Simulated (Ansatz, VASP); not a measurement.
ZnSe: VASP beside Ansatz

```
Zn Se
1.0
     0.00000    2.81660    2.81660
     2.81660    0.00000    2.81660
     2.81660    2.81660    0.00000
Zn Se
1 1
Direct
  0.00000 0.00000 0.00000
  0.75000 0.75000 0.75000
```

Alike in both runs: functional PBEsol; k mesh 8 × 8 × 8; occupations gaussian, width 0.02 eV; no spin polarisation.

Ansatz relaxed the structure, and its values are those at the end. VASP's run is a single point on that final structure, the one shown.

```csv
,VASP,Ansatz
version,VASP 6.6.1,Ansatz 0.2.0
potentials or method,"VASP PAW PBE potentials, release 64 (Zn, Se)","scalar-relativistic, plane waves, PAW"
plane-wave cutoff (eV),520,420
valence electrons in the cell,18,28
```

|  | VASP | Ansatz | Ansatz less VASP |
| --- | --- | --- | --- |
| gap on the k mesh at the Fermi level (eV) | 1.24 | 1.24 | -0.004 |
| least direct gap on the mesh (eV) | 1.24 | 1.24 | -0.004 |
| pressure (GPa) | 0.3 | 0.0 | -0.27 |

The two sets of potentials don't hold the same shells in valence.

Caveats: the PAW data sets were made with another functional, which shifts forces and pressure a little (VASP). A hybrid or GW would open this gap; PBEsol tends to underestimate it.
